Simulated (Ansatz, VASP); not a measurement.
# One calculation of MgS, two programs

```
Mg S
1.0
     0.00000    2.59097    2.59097
     2.59097    0.00000    2.59097
     2.59097    2.59097    0.00000
Mg S
1 1
Direct
  0.00000 0.00000 0.00000
  0.50000 0.50000 0.50000
```

Alike in both runs: functional PBEsol; k mesh 8 × 8 × 8; occupations gaussian, width 0.02 eV; no spin polarisation.

Ansatz relaxed the structure, and its values are those at the end. VASP's run is a single point on that final structure, the one shown.

|  | VASP | Ansatz |
| --- | --- | --- |
| version | VASP 6.6.1 | Ansatz 0.2.0 |
| potentials or method | VASP PAW PBE potentials, release 64 (Mg, S) | scalar-relativistic, plane waves, PAW |
| plane-wave cutoff (eV) | 520 | 420 |
| valence electrons in the cell | 8 | 16 |

|  | VASP | Ansatz | Ansatz less VASP |
| --- | --- | --- | --- |
| gap on the k mesh at the Fermi level (eV) | 2.73 | 2.73 | -0.003 |
| least direct gap on the mesh (eV) | 3.69 | 3.69 | 0.000 |
| pressure (GPa) | -0.2 | 0.0 | +0.20 |

The two sets of potentials don't hold the same shells in valence.

Caveats: the PAW data sets were made with another functional, which shifts forces and pressure a little (VASP). Expect the measured gap to be larger: semilocal functionals such as PBEsol lack the derivative discontinuity. A k mesh can miss the band edges.
